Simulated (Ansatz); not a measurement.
ZrO$_{2}$ (fluorite)

```xyz
6
Lattice="0.0000 5.0891 5.0891 2.5446 2.5446 5.0891 2.5446 2.5446 0.0000" Properties=species:S:1:pos:R:3 pbc="T T T"
Zr     0.0000     0.0000     0.0000
Zr     2.5446     5.0891     2.5446
O      1.2723     1.2723     1.2723
O      1.2723     3.8169     3.8169
O      3.8169     3.8169     3.8169
O      3.8169     6.3614     6.3614
```

A phonon eigenvector at X = (0.5, 0.5, 0.0) is frozen into this cell: atom i moves by Q times the vector below, so Q is the largest atomic displacement, in Å. The cell is held. (q is in reciprocal vectors of the primitive cell; the cell shown is doubled to hold the pattern.)

```json
[
 {"atom": "O3", "x": "0.000", "y": "0.000", "z": "1.000"},
 {"atom": "O4", "x": "0.000", "y": "0.000", "z": "-1.000"},
 {"atom": "O5", "x": "0.000", "y": "0.000", "z": "1.000"},
 {"atom": "O6", "x": "0.000", "y": "0.000", "z": "-1.000"}
]
```

Atoms not listed stay in place.

These are r2SCAN (plane waves to 500 eV, PAW, scalar-relativistic; Ansatz, a program for electronic structure) values and carry that method's errors. k mesh 11×11×11 (Γ-centred), Fermi-Dirac smearing 0.05 eV. Energies are smeared free energies. Compression counts positive. The PAW data are Ansatz's earlier set. This is a high-temperature form of ZrO2. ZrO2 is run without spin polarisation. ZrO2 was relaxed with its symmetry unable to fall. ΔE is measured from the undisplaced structure.

```csv
Q (Å),ΔE (eV/cell),−dE/dQ from forces (eV/Å),P (GPa)
-0.440,0.456,6.250,18.8
-0.367,0.096,3.624,12.8
-0.293,-0.086,1.431,8.1
-0.220,-0.130,-0.113,4.4
-0.147,-0.090,-0.839,1.9
-0.073,-0.028,-0.714,0.5
0.000,0.000,0.000,0.0
0.073,-0.028,0.714,0.5
0.147,-0.090,0.839,1.9
0.220,-0.130,0.113,4.4
0.293,-0.086,-1.431,8.1
0.367,0.096,-3.624,12.8
0.440,0.456,-6.250,18.8
```

Summary:

```
Quantity                                                                                                                        Value
-----------------------------------------------------------  ------------------------------------------------------------------------
Energy at Q = 0.440 Å                                                                                                    456 meV/cell
Space group of the distorted cell                                                              P4_2/nmc (No. 137), lowered from Fm-3m
Symmetry of the curve                                                                                   even: the same for both signs
Shape of the curve                                           a double well: the undisplaced structure is a maximum between two minima
Position of the deepest minimum (fit)                                                                                0.23 Å from zero
Depth of the well (fit)                                                                                 131 meV/cell, cell held fixed
Harmonic wavenumber from the curvature (finite differences)                                                                 217i cm⁻¹
Wavenumber by perturbation theory (DFPT, on another k mesh)                                                                 219i cm⁻¹
```

(A displaced cell: forces are minus the slopes of the energy, force constants its curvatures, and phonons follow from these.)
